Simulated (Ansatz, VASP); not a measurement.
# SnO2: VASP beside Ansatz

Contents of INCAR:

```
  PREC = Accurate
  ENCUT = 520
  EDIFF = 1E-7
  ISMEAR = 0
  SIGMA = 0.05
  LREAL = F
  LASPH = T
  NELM = 100
  ALGO = Normal
  ISIF = 2
  LWAVE = F
  LCHARG = F
  GGA = PS
  NBANDS = 20
```

Contents of KPOINTS:

```
Automatic mesh
0
Gamma
  12 12 12
```

The input POSCAR:

```
SnO2
1.0
    1.6053951390      0.9268753157      4.2927333333
   -1.6053951390      0.9268753157      4.2927333333
    0.0000000000     -1.8537506314      4.2927333333
Sn O
1 2
Direct
    0.5000000000      0.5000000000      0.5000000000
    0.2414378084      0.2414378084      0.2414378084
    0.7585621916      0.7585621916      0.7585621916
```

Input for Ansatz:

```yaml
crystal:
  lattice:
    - [1.605395139, 0.9268753157, 4.2927333333]
    - [-1.605395139, 0.9268753157, 4.2927333333]
    - [0.0, -1.8537506314, 4.2927333333]
  atoms:
    - { symbol: Sn, position: [0.5, 0.5, 0.5] }
    - { symbol: O, position: [0.2414378084, 0.2414378084, 0.2414378084] }
    - { symbol: O, position: [0.7585621916, 0.7585621916, 0.7585621916] }
basis:
  ecutwfc: 520.0
kpoints:
  mp_grid: { grid: [12, 12, 12] }
hamiltonian:
  xc: pbesol
  pseudopotentials: { kind: paw, azcp: { folder: soft_1 } }
scf:
  occupations: { method: gaussian, width: 0.05 }
output:
  forces: true
  stress: true
  eigenvalues: true
```

Alike in both runs: task single point; functional PBEsol; k mesh 12 × 12 × 12; occupations gaussian, width 0.05 eV; no spin polarisation.

```csv
,VASP,Ansatz
version,VASP 6.6.1,Ansatz 0.2.0
potentials or method,"VASP PAW PBE potentials, release 64 (Sn_d, O)","scalar-relativistic, plane waves, PAW"
plane-wave cutoff (eV),520,520
valence electrons in the cell,26,26
```

```csv
,VASP,Ansatz,Ansatz less VASP
gap on the k mesh at the Fermi level (eV),1.79,1.81,+0.016
least direct gap on the mesh (eV),1.81,1.83,+0.012
pressure (GPa),3.7,2.9,-0.80
largest component of the traceless stress (GPa),0.46,0.08,-0.377
rms of the force components (eV/Å),0.187,0.158,-0.0292
```

Atom by atom the forces differ by 0.029 eV/Å (rms over components). Ansatz warned: «pseudo_functional_mismatch».

Caveats: the PAW data sets were made with another functional, which shifts forces and pressure a little (VASP); spin-orbit coupling is left out, which moves the levels of the heavy elements. A k mesh can miss the band edges. As with any semilocal functional, this PBEsol gap is likely too small.
